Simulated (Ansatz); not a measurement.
# InSb: the cost of one run

Computed with Ansatz 0.2.0 (DFT PBEsol, scalar-relativistic, plane waves, PAW, unless a step's input says otherwise).

1 further run of the same task is left out (set aside as unsound or not needed).

## Step 1: The system as given

It takes space group Fm-3m (No. 225, cubic). The conventional cell has a = 6.037 Å, b = 6.037 Å, c = 6.037 Å, α = 90.00°, β = 90.00°, γ = 90.00°. In (site symmetry m-3m) is surrounded by 6 Sb at 3.02 Å. Around Sb (site symmetry m-3m) lie 6 In at 3.02 Å.

As a file:

```
In Sb
1.0
     0.00000    3.01861    3.01861
     3.01861    0.00000    3.01861
     3.01861    3.01861    0.00000
In Sb
1 1
Direct
  0.00000 0.00000 0.00000
  0.50000 0.50000 0.50000
```

It goes back to an entry of the Materials Project, which need not be the stable form.

It is the result of an earlier relaxation at this level (volume 27.51 Å³/atom; gap on the mesh: none (metal)).

## Step 2: Plan of the line

The energy is mapped over two homogeneous strains (x along [1 0 0], y along [0 1 0], z along [0 0 1] of the conventional cell).

The axes are (1) strain +e along x and -e along y: 7 values from −11.0 %; (2) strain +e along z and -e/2 along x and y: 7 values from −15 to 15 %.

Nothing else is relaxed (symmetry fixes all fractional coordinates). Energies count from the relaxed crystal. Points are written as (first, second).

## Step 3: Grid point (−3.7 %, −15 %)

input.yaml

```yaml
crystal:
  lattice:
    - [0.0, 3.3557860497, 2.5658164453]
    - [3.1342202531, 0.0, 2.5658164453]
    - [3.1342202531, 3.3557860497, 0.0]
  atoms:
    - { symbol: In, position: [0.0, 0.0, 0.0] }
    - { symbol: Sb, position: [0.5, 0.5, 0.5] }
basis:
  ecutwfc: 420
kpoints:
  mp_grid: { grid: [14, 14, 14] }
hamiltonian:
  xc: pbesol
  pseudopotentials: { kind: paw, azcp: { folder: soft_1 } }
scf:
  occupations: { method: gaussian, width: 0.15 }
output:
  forces: true
  stress: true
  eigenvalues: true
```

Launch:

```
> ansatz run input.yaml --threads 1 --pin off --max-ram 2048MiB --backend cpu --events-out ev --progress --plain --runs-dir out
```

Q: Estimate wall time and peak memory on 1 thread of Arm Neoverse N1, shared host.

About 38 s, with a peak of 0.57 GiB.
